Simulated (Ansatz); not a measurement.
# Preparing AlN (P6_3mc) as a host crystal, part 2 of 3

Aim: the runs on the perfect crystal AlN (P6_3mc) that a defect calculation needs first.

Ansatz 0.2.0; plane-wave PAW DFT, PBEsol; relaxation of the host's cell and atoms; PAW set soft_1 (the session's first sound run).

So far. Step 3 (Dielectric tensors of the host): The principal values of the electronic dielectric tensor are 4.50, 4.50 and 4.73. The principal values of the static dielectric tensor are 8.20, 8.20 and 9.74.

## Step 4: Defect free supercell relaxed in its symmetry

This cell, the one that will hold the defects, is built from the relaxed host. Its coarser k-points can move the atoms a little, so it is relaxed from the symmetric sites, as the reference for the test of stability.

This step: plane-wave PAW DFT, PBEsol; relaxation of the defect-free supercell in its symmetry; PAW set soft_1 (Ansatz 0.2.0).

System of this step: AlN (P6_3mc). The cell holds 128 atoms: 64 Al and 64 N. Its edges and angles: a = 14.686 Å, b = 14.686 Å, c = 11.753 Å, α = 125.1°, β = 125.1°, γ = 94.5°.

Input file pristine.symmetric/input.yaml:

```yaml
crystal:
  lattice:
    - [-9.3408221251, 5.3929260535, 9.9673535922]
    - [9.3408221251, -5.3929260535, 9.9673535922]
    - [3.1136073087, 5.3929261684, -9.9673535922]
  atoms:
    - { symbol: Al, position: [0.2080918742, 0.0414252076, 0.0] }
    - { symbol: Al, position: [0.2080918742, 0.2914252076, 0.25] }
    - { symbol: Al, position: [0.4580918742, 0.0414252076, 0.25] }
    - { symbol: Al, position: [0.4580918742, 0.2914252076, 0.0] }
    - { symbol: Al, position: [0.1664252076, 0.0830918742, 0.25] }
    - { symbol: Al, position: [0.1664252076, 0.3330918742, 0.0] }
    - { symbol: Al, position: [0.4164252076, 0.0830918742, 0.0] }
    - { symbol: Al, position: [0.4164252076, 0.3330918742, 0.25] }
    - { symbol: "N", position: [0.0535747924, 0.1369081258, 0.25] }
    - { symbol: "N", position: [0.0535747924, 0.3869081258, 0.0] }
    - { symbol: "N", position: [0.3035747924, 0.1369081258, 0.0] }
    - { symbol: "N", position: [0.3035747924, 0.3869081258, 0.25] }
    - { symbol: "N", position: [0.0119081258, 0.1785747924, 0.0] }
    - { symbol: "N", position: [0.0119081258, 0.4285747924, 0.25] }
    - { symbol: "N", position: [0.2619081258, 0.1785747924, 0.25] }
    - { symbol: "N", position: [0.2619081258, 0.4285747924, 0.0] }
    - { symbol: Al, position: [0.2080918742, 0.0414252076, 0.5] }
    - { symbol: Al, position: [0.2080918742, 0.2914252076, 0.75] }
    - { symbol: Al, position: [0.4580918742, 0.0414252076, 0.75] }
    - { symbol: Al, position: [0.4580918742, 0.2914252076, 0.5] }
    - { symbol: Al, position: [0.1664252076, 0.0830918742, 0.75] }
    - { symbol: Al, position: [0.1664252076, 0.3330918742, 0.5] }
    - { symbol: Al, position: [0.4164252076, 0.0830918742, 0.5] }
    - { symbol: Al, position: [0.4164252076, 0.3330918742, 0.75] }
    - { symbol: "N", position: [0.0535747924, 0.1369081258, 0.75] }
    - { symbol: "N", position: [0.0535747924, 0.3869081258, 0.5] }
    - { symbol: "N", position: [0.3035747924, 0.1369081258, 0.5] }
    - { symbol: "N", position: [0.3035747924, 0.3869081258, 0.75] }
    - { symbol: "N", position: [0.0119081258, 0.1785747924, 0.5] }
    - { symbol: "N", position: [0.0119081258, 0.4285747924, 0.75] }
    - { symbol: "N", position: [0.2619081258, 0.1785747924, 0.75] }
    - { symbol: "N", position: [0.2619081258, 0.4285747924, 0.5] }
    - { symbol: Al, position: [0.2080918742, 0.5414252076, 0.0] }
    - { symbol: Al, position: [0.2080918742, 0.7914252076, 0.25] }
    - { symbol: Al, position: [0.4580918742, 0.5414252076, 0.25] }
    - { symbol: Al, position: [0.4580918742, 0.7914252076, 0.0] }
    - { symbol: Al, position: [0.1664252076, 0.5830918742, 0.25] }
    - { symbol: Al, position: [0.1664252076, 0.8330918742, 0.0] }
    - { symbol: Al, position: [0.4164252076, 0.5830918742, 0.0] }
    - { symbol: Al, position: [0.4164252076, 0.8330918742, 0.25] }
    - { symbol: "N", position: [0.0535747924, 0.6369081258, 0.25] }
    - { symbol: "N", position: [0.0535747924, 0.8869081258, 0.0] }
    - { symbol: "N", position: [0.3035747924, 0.6369081258, 0.0] }
    - { symbol: "N", position: [0.3035747924, 0.8869081258, 0.25] }
    - { symbol: "N", position: [0.0119081258, 0.6785747924, 0.0] }
    - { symbol: "N", position: [0.0119081258, 0.9285747924, 0.25] }
    - { symbol: "N", position: [0.2619081258, 0.6785747924, 0.25] }
    - { symbol: "N", position: [0.2619081258, 0.9285747924, 0.0] }
    - { symbol: Al, position: [0.2080918742, 0.5414252076, 0.5] }
    - { symbol: Al, position: [0.2080918742, 0.7914252076, 0.75] }
    - { symbol: Al, position: [0.4580918742, 0.5414252076, 0.75] }
    - { symbol: Al, position: [0.4580918742, 0.7914252076, 0.5] }
    - { symbol: Al, position: [0.1664252076, 0.5830918742, 0.75] }
    - { symbol: Al, position: [0.1664252076, 0.8330918742, 0.5] }
    - { symbol: Al, position: [0.4164252076, 0.5830918742, 0.5] }
    - { symbol: Al, position: [0.4164252076, 0.8330918742, 0.75] }
    - { symbol: "N", position: [0.0535747924, 0.6369081258, 0.75] }
    - { symbol: "N", position: [0.0535747924, 0.8869081258, 0.5] }
    - { symbol: "N", position: [0.3035747924, 0.6369081258, 0.5] }
    - { symbol: "N", position: [0.3035747924, 0.8869081258, 0.75] }
    - { symbol: "N", position: [0.0119081258, 0.6785747924, 0.5] }
    - { symbol: "N", position: [0.0119081258, 0.9285747924, 0.75] }
    - { symbol: "N", position: [0.2619081258, 0.6785747924, 0.75] }
    - { symbol: "N", position: [0.2619081258, 0.9285747924, 0.5] }
    - { symbol: Al, position: [0.7080918742, 0.0414252076, 0.0] }
    - { symbol: Al, position: [0.7080918742, 0.2914252076, 0.25] }
    - { symbol: Al, position: [0.9580918742, 0.0414252076, 0.25] }
    - { symbol: Al, position: [0.9580918742, 0.2914252076, 0.0] }
    - { symbol: Al, position: [0.6664252076, 0.0830918742, 0.25] }
    - { symbol: Al, position: [0.6664252076, 0.3330918742, 0.0] }
    - { symbol: Al, position: [0.9164252076, 0.0830918742, 0.0] }
    - { symbol: Al, position: [0.9164252076, 0.3330918742, 0.25] }
    - { symbol: "N", position: [0.5535747924, 0.1369081258, 0.25] }
    - { symbol: "N", position: [0.5535747924, 0.3869081258, 0.0] }
    - { symbol: "N", position: [0.8035747924, 0.1369081258, 0.0] }
    - { symbol: "N", position: [0.8035747924, 0.3869081258, 0.25] }
    - { symbol: "N", position: [0.5119081258, 0.1785747924, 0.0] }
    - { symbol: "N", position: [0.5119081258, 0.4285747924, 0.25] }
    - { symbol: "N", position: [0.7619081258, 0.1785747924, 0.25] }
    - { symbol: "N", position: [0.7619081258, 0.4285747924, 0.0] }
    - { symbol: Al, position: [0.7080918742, 0.0414252076, 0.5] }
    - { symbol: Al, position: [0.7080918742, 0.2914252076, 0.75] }
    - { symbol: Al, position: [0.9580918742, 0.0414252076, 0.75] }
    - { symbol: Al, position: [0.9580918742, 0.2914252076, 0.5] }
    - { symbol: Al, position: [0.6664252076, 0.0830918742, 0.75] }
    - { symbol: Al, position: [0.6664252076, 0.3330918742, 0.5] }
    - { symbol: Al, position: [0.9164252076, 0.0830918742, 0.5] }
    - { symbol: Al, position: [0.9164252076, 0.3330918742, 0.75] }
    - { symbol: "N", position: [0.5535747924, 0.1369081258, 0.75] }
    - { symbol: "N", position: [0.5535747924, 0.3869081258, 0.5] }
    - { symbol: "N", position: [0.8035747924, 0.1369081258, 0.5] }
    - { symbol: "N", position: [0.8035747924, 0.3869081258, 0.75] }
    - { symbol: "N", position: [0.5119081258, 0.1785747924, 0.5] }
    - { symbol: "N", position: [0.5119081258, 0.4285747924, 0.75] }
    - { symbol: "N", position: [0.7619081258, 0.1785747924, 0.75] }
    - { symbol: "N", position: [0.7619081258, 0.4285747924, 0.5] }
    - { symbol: Al, position: [0.7080918742, 0.5414252076, 0.0] }
    - { symbol: Al, position: [0.7080918742, 0.7914252076, 0.25] }
    - { symbol: Al, position: [0.9580918742, 0.5414252076, 0.25] }
    - { symbol: Al, position: [0.9580918742, 0.7914252076, 0.0] }
    - { symbol: Al, position: [0.6664252076, 0.5830918742, 0.25] }
    - { symbol: Al, position: [0.6664252076, 0.8330918742, 0.0] }
    - { symbol: Al, position: [0.9164252076, 0.5830918742, 0.0] }
    - { symbol: Al, position: [0.9164252076, 0.8330918742, 0.25] }
    - { symbol: "N", position: [0.5535747924, 0.6369081258, 0.25] }
    - { symbol: "N", position: [0.5535747924, 0.8869081258, 0.0] }
    - { symbol: "N", position: [0.8035747924, 0.6369081258, 0.0] }
    - { symbol: "N", position: [0.8035747924, 0.8869081258, 0.25] }
    - { symbol: "N", position: [0.5119081258, 0.6785747924, 0.0] }
    - { symbol: "N", position: [0.5119081258, 0.9285747924, 0.25] }
    - { symbol: "N", position: [0.7619081258, 0.6785747924, 0.25] }
    - { symbol: "N", position: [0.7619081258, 0.9285747924, 0.0] }
    - { symbol: Al, position: [0.7080918742, 0.5414252076, 0.5] }
    - { symbol: Al, position: [0.7080918742, 0.7914252076, 0.75] }
    - { symbol: Al, position: [0.9580918742, 0.5414252076, 0.75] }
    - { symbol: Al, position: [0.9580918742, 0.7914252076, 0.5] }
    - { symbol: Al, position: [0.6664252076, 0.5830918742, 0.75] }
    - { symbol: Al, position: [0.6664252076, 0.8330918742, 0.5] }
    - { symbol: Al, position: [0.9164252076, 0.5830918742, 0.5] }
    - { symbol: Al, position: [0.9164252076, 0.8330918742, 0.75] }
    - { symbol: "N", position: [0.5535747924, 0.6369081258, 0.75] }
    - { symbol: "N", position: [0.5535747924, 0.8869081258, 0.5] }
    - { symbol: "N", position: [0.8035747924, 0.6369081258, 0.5] }
    - { symbol: "N", position: [0.8035747924, 0.8869081258, 0.75] }
    - { symbol: "N", position: [0.5119081258, 0.6785747924, 0.5] }
    - { symbol: "N", position: [0.5119081258, 0.9285747924, 0.75] }
    - { symbol: "N", position: [0.7619081258, 0.6785747924, 0.75] }
    - { symbol: "N", position: [0.7619081258, 0.9285747924, 0.5] }
basis:
  ecutwfc: 420
  xc_grid: 2
hamiltonian:
  xc: pbesol
  pseudopotentials: { kind: paw, azcp: { folder: soft_1 }, xc_functional: pbe }
kpoints:
  mp_grid: { grid: [1, 1, 1] }
scf:
  occupations: { method: fermi_dirac, width: 0.01 }
  max_iter: 100
  lower_state_search: "off"
output:
  forces: true
relax:
  f_tol: 0.015
  max_steps: 60
  escape_saddle: false
checkpoint:
  write: "../pristine.symmetric.run"
  compress: false
  write_wavefunctions: false
  write_every: 100000
```

Command:

```sh
$ ansatz run input.yaml --threads 32 --pin off --max-ram 84787MiB --backend cuda --events-out ev --progress --plain --runs-dir out --max-vram 78GiB
```

Numbers of over 12 decimals in the logs are rounded to 6 here.

What it wrote:

```text
[...]
device memory: the entry about to start is reckoned to put 3.9 GiB on a device that reports 175.8 GiB free (of which the cap on the GPU budget leaves the run 78.0 GiB)
GPU FFT provider: cuFFT
GPU libraries: cuBLAS 13.8.1, cuFFT 12.4.0, cuSOLVER 12.3.2
GPU matrix products: emulated (plane waves: as basis.precision tells), large ones in fixed point in workspaces of 1.00 GiB
Crystal: 128 atoms, lattice volume = 1338.931 Å³
Basis set: ecut = 420 eV, 26161 PW (Γ), exchange–correlation on 200×200×160 points (8 copies of the dense FFT grid, shifted against one another)
Bands: 384, of which v1, the nominal top of the filled ones, is band 256 counted from 1 (255 counted from 0)
Symmetry: 128 space group operations
[...]
k-points: 1
[...]
GPU buffer pool allocated for 800000 grid points (all kernels)
GPU transforms: local potential and band sums: pruned to the plane-wave sphere, on 100×100×80
[...]
SCF iter   1: F=—  HF=-58067.939408 eV  |Δ(HF+E_count)|=         —  Δρ=1.31e-1  dr2=2.81e2  Hψ=1704
[...]
SCF iter   7: F=-57980.541176 eV  HF=-57980.541176 eV  |Δ(HF+E_count)|=   7.77e-6  Δρ=4.87e-6  dr2=2.40e-7  Hψ=900
SCF 1 converged in 7 iterations: F = -57980.541176 eV  dr2 = 2.40e-7
[...]
relax step   1: F+E_penalty+E_count = -57980.54117604 eV  Δ(F+E_penalty+E_count) = +0.000e0 eV  max|allowed force component| = 1.549e-2 eV/Å  Δτ_max = 0.0000 Å  (7 SCF iters, dr2 threshold 5.63e-6 eV, accepted)
[...]
SCF iter   6: F=-57980.542222 eV  HF=-57980.542222 eV  |Δ(HF+E_count)|=  6.40e-10  Δρ=5.66e-8  dr2=3.00e-11  Hψ=651
SCF 2 converged in 6 iterations: F = -57980.542222 eV  dr2 = 3.00e-11
relax step   2: F+E_penalty+E_count = -57980.54222247 eV  Δ(F+E_penalty+E_count) = -1.046e-3 eV  max|allowed force component| = 1.057e-2 eV/Å  Δτ_max = 0.0013 Å  (6 SCF iters, accepted)
SCF converged after 6 iterations
Free energy (F): -57980.542222 eV
[...]
Internal energy: -57980.542222 eV  (E = F + TS)
E sigma→0 (E₀):  -57980.542222 eV
Fermi energy:    9.092940 eV
[...]
--- Forces (eV/Å), atoms counted from 1 ---
  atom   1  Al    -0.00464506     0.00268183    -0.01056901
  atom   2  Al    -0.00464506     0.00268183    -0.01056901
  atom   3  Al    -0.00464506     0.00268183    -0.01056901
  atom   4  Al    -0.00464506     0.00268183    -0.01056901
  atom   5  Al     0.00464506    -0.00268183    -0.01056901
  atom   6  Al     0.00464506    -0.00268183    -0.01056901
  [... 122 more lines of this table ...]
  max |Σ_I F_I| component: 2.20e-6 eV/Å
--- Relaxed structure (2 steps of the walk, 2 accepted, 0 SCFs on fresh bases) ---
  F+E_penalty+E_count = -57980.54222247 eV   max|allowed force component| = 1.057e-2 eV/Å
  atoms:
    - { symbol: Al, position: [0.208036, 0.041466, -2.7755575615628914e-17] }
    - { symbol: Al, position: [0.208036, 0.291466, 0.250000] }
    - { symbol: Al, position: [0.458036, 0.041466, 0.250000] }
    - { symbol: Al, position: [0.458036, 0.291466, -6.938893903907228e-17] }
    - { symbol: Al, position: [0.166466, 0.083036, 0.250000] }
    - { symbol: Al, position: [0.166466, 0.333036, 2.7755575615628914e-17] }
  [... 122 more lines of this table ...]
```

Run time: 2.2 s. Hardware: 1 × NVIDIA GB200 with 32 threads of Arm Neoverse V2, shared host; peak memory 1.3 GiB; 6.9 s of CPU time.

No atom moved by 0.005 Å in the relaxation.

## Step 5: Defect free supercell relaxed from displaced atoms

This step: plane-wave PAW DFT, PBEsol; relaxation of the defect-free supercell from random displacements, a test of the host's stability; PAW set soft_1 (Ansatz 0.2.0).

pristine.rattled/input.yaml, as its differences from pristine.symmetric/input.yaml of step 4:

```diff
@@ -150,6 +150,6 @@
   f_tol: 0.015
-  max_steps: 60
-  escape_saddle: false
+  max_steps: 120
+  random_displacement: { amplitude: 0.06, seed: 5482 }
 checkpoint:
-  write: "../pristine.symmetric.run"
+  write: "../pristine.rattled.run"
   compress: false
```

What it wrote:

```text
[...]
Crystal: 128 atoms, lattice volume = 1338.931 Å³
Basis set: ecut = 420 eV, 26161 PW (Γ), exchange–correlation on 200×200×160 points (8 copies of the dense FFT grid, shifted against one another)
Bands: 384, of which v1, the nominal top of the filled ones, is band 256 counted from 1 (255 counted from 0)
Symmetry: 1 space group operations
k-points: 1
[...]
SCF iter   1: F=—  HF=-58064.517957 eV  |Δ(HF+E_count)|=         —  Δρ=1.32e-1  dr2=2.85e2  Hψ=1654
[...]
SCF iter   2: F=—  HF=-57980.536411 eV  |Δ(HF+E_count)|=    8.40e1  Δρ=4.53e-2  dr2=1.56e1  Hψ=862
[...]
SCF iter   7: F=-57975.909533 eV  HF=-57975.909534 eV  |Δ(HF+E_count)|=   2.73e-6  Δρ=1.47e-5  dr2=2.72e-6  Hψ=1151
SCF 1 converged in 7 iterations: F = -57975.909533 eV  dr2 = 2.72e-6
[...]
relax step   1: F+E_penalty+E_count = -57975.90953336 eV  Δ(F+E_penalty+E_count) = +0.000e0 eV  max|allowed force component| = 2.204e0 eV/Å  Δτ_max = 0.0000 Å  (7 SCF iters, dr2 threshold 5.63e-6 eV, accepted)
[...]
relax step   2: F+E_penalty+E_count = -57979.09274353 eV  Δ(F+E_penalty+E_count) = -3.183e0 eV  max|allowed force component| = 1.289e0 eV/Å  Δτ_max = 0.0564 Å  (6 SCF iters, dr2 threshold 1.00e-4 eV, accepted)
relax step   3: F+E_penalty+E_count = -57980.54225664 eV  Δ(F+E_penalty+E_count) = -1.450e0 eV  max|allowed force component| = 2.181e-2 eV/Å  Δτ_max = 0.0508 Å  (5 SCF iters, dr2 threshold 1.00e-4 eV, accepted)
relax step   4: F+E_penalty+E_count = -57980.54227923 eV  Δ(F+E_penalty+E_count) = -2.259e-5 eV  max|allowed force component| = 2.228e-2 eV/Å  Δτ_max = 0.0000 Å  (4 SCF iters, accepted)
[...]
SCF iter   1: F=—  HF=-57980.543117 eV  |Δ(HF+E_count)|=         —  Δρ=1.24e-4  dr2=2.20e-4  Hψ=687
[...]
SCF iter   5: F=-57980.542660 eV  HF=-57980.542660 eV  |Δ(HF+E_count)|=   1.27e-8  Δρ=1.28e-6  dr2=2.22e-8  Hψ=900
SCF 5 converged in 5 iterations: F = -57980.542660 eV  dr2 = 2.22e-8
[...]
relax step   5: F+E_penalty+E_count = -57980.54266026 eV  Δ(F+E_penalty+E_count) = -3.810e-4 eV  max|allowed force component| = 5.886e-3 eV/Å  Δτ_max = 0.0016 Å  (5 SCF iters, accepted)
SCF converged after 5 iterations
Free energy (F): -57980.542660 eV
[...]
Internal energy: -57980.542660 eV  (E = F + TS)
E sigma→0 (E₀):  -57980.542660 eV
Fermi energy:    9.094413 eV
[...]
--- Forces (eV/Å), atoms counted from 1 ---
  atom   1  Al    -0.00169146     0.00214691    -0.00015840
  atom   2  Al    -0.00010668     0.00115081    -0.00356291
  atom   3  Al    -0.00037394    -0.00305070     0.00235826
  atom   4  Al     0.00011177    -0.00007968    -0.00199040
  atom   5  Al    -0.00178093     0.00069648    -0.00075027
  atom   6  Al     0.00115581    -0.00072704     0.00077503
  [... 122 more lines of this table ...]
  max |Σ_I F_I| component: 1.57e-5 eV/Å
--- Relaxed structure (5 steps of the walk, 5 accepted, 0 SCFs on fresh bases) ---
  F+E_penalty+E_count = -57980.54266026 eV   max|allowed force component| = 5.886e-3 eV/Å
  atoms:
    - { symbol: Al, position: [0.208113, 0.041151, 5.146905731928664e-5] }
    - { symbol: Al, position: [0.208146, 0.291168, 0.250064] }
    - { symbol: Al, position: [0.458116, 0.041144, 0.250058] }
    - { symbol: Al, position: [0.458143, 0.291170, 6.63840994604703e-5] }
    - { symbol: Al, position: [0.166579, 0.082714, 0.250079] }
    - { symbol: Al, position: [0.166599, 0.332726, 8.944535930409392e-5] }
  [... 122 more lines of this table ...]
```

Elapsed: 3.3 s, on 1 × NVIDIA GB200 with 32 threads; peak memory 1.3 GiB.

The steps of the relaxation:

```
step  energy less that of the first step (eV)  largest force component (eV/Å)
   1                                   0.0000                          2.2042
   2                                  -3.1832                          1.2891
   3                                  -4.6327                          0.0218
   4                                  -4.6327                          0.0223
   5                                  -4.6331                          0.0059
```

The relaxation ends 36 meV an atom lower than the displaced start, with a largest force component of 0.0059 eV/Å.

## Step 6: Host on a dense mesh

This step: plane-wave PAW DFT, PBEsol; single point of the defect-free host, a test of the k-point sampling; PAW set soft_1 (Ansatz 0.2.0).

System of this step: AlN (P6_3mc). The structure is hexagonal, space group P6_3mc (No. 186). The conventional cell has a = 3.114 Å, b = 3.114 Å, c = 4.984 Å, α = 90.00°, β = 90.00°, γ = 120.00°. Nearest to Al lie 4 N at 1.89 to 1.90 Å. N has 4 Al at 1.89 to 1.90 Å nearest. Farther neighbours and most contacts between anions are not listed.

Input file dense/input.yaml:

```yaml
crystal:
  lattice:
    - [3.1136073585, 2.87e-08, 0.0]
    - [-1.5568037041, 2.6964630555, 0.0]
    - [0.0, 0.0, 4.9836767961]
  atoms:
    - { symbol: Al, position: [0.6666666667, 0.3333333333, 0.4990341637] }
    - { symbol: Al, position: [0.3333333333, 0.6666666667, 0.9990341637] }
    - { symbol: "N", position: [0.6666666667, 0.3333333333, 0.8809658363] }
    - { symbol: "N", position: [0.3333333333, 0.6666666667, 0.3809658363] }
basis:
  ecutwfc: 420
  xc_grid: 2
hamiltonian:
  xc: pbesol
  pseudopotentials: { kind: paw, azcp: { folder: soft_1 }, xc_functional: pbe }
kpoints:
  mp_grid: { grid: [10, 10, 6] }
scf:
  occupations: { method: fermi_dirac, width: 0.01 }
  max_iter: 100
  lower_state_search: "off"
checkpoint:
  write: "../dense.run"
  compress: false
  write_wavefunctions: false
  write_every: 100000
```

What it wrote:

```text
[...]
GPU FFT provider: cuFFT
GPU libraries: cuBLAS 13.8.1, cuFFT 12.4.0, cuSOLVER 12.3.2
[...]
Crystal: 4 atoms, lattice volume = 41.842 Å³
Basis set: ecut = 420 eV, 809 PW (Γ), exchange–correlation on 48×48×72 points (8 copies of the dense FFT grid, shifted against one another)
Bands: 12, of which v1, the nominal top of the filled ones, is band 8 counted from 1 (7 counted from 0)
Symmetry: 12 space group operations
[...]
k-points: 56 of 600 (time reversal used)
[...]
GPU buffer pool allocated for 20736 grid points (all kernels)
[...]
SCF iter   1: F=—  HF=-1814.635047 eV  |Δ(HF+E_count)|=         —  Δρ=1.30e-1  dr2=8.74e0  Hψ=4193
[...]
SCF iter   6: F=-1811.925428 eV  HF=-1811.925428 eV  |Δ(HF+E_count)|=   6.65e-8  Δρ=5.92e-6  dr2=1.40e-8  Hψ=1355
SCF 1 converged in 6 iterations: F = -1811.925428 eV  dr2 = 1.40e-8
[...]
SCF converged after 6 iterations
Free energy (F): -1811.925428 eV
[...]
Internal energy: -1811.925428 eV  (E = F + TS)
E sigma→0 (E₀):  -1811.925428 eV
Fermi energy:    9.081922 eV
[...]
```

Wall time 1.1 s (1 × NVIDIA GB200 with 32 threads); peak memory 0.97 GiB.

(Continued in part 3 of 3.)

[Logs are printed without paths, hosts, clocks, repeated set-up lines and the standing remarks that a program may print on its own settings, such as how far it seeks lower states.]

[Hosts, paths, dates, database ids (printed as entryN), source tags and the programs' standing remarks are cut or masked in the printed files.]

[Runs of the host that timed out are not shown.]

[For some hosts the program warned that the k-mesh of the response run may be too coarse for force constants and the static dielectric constant; such warnings are not always shown.]
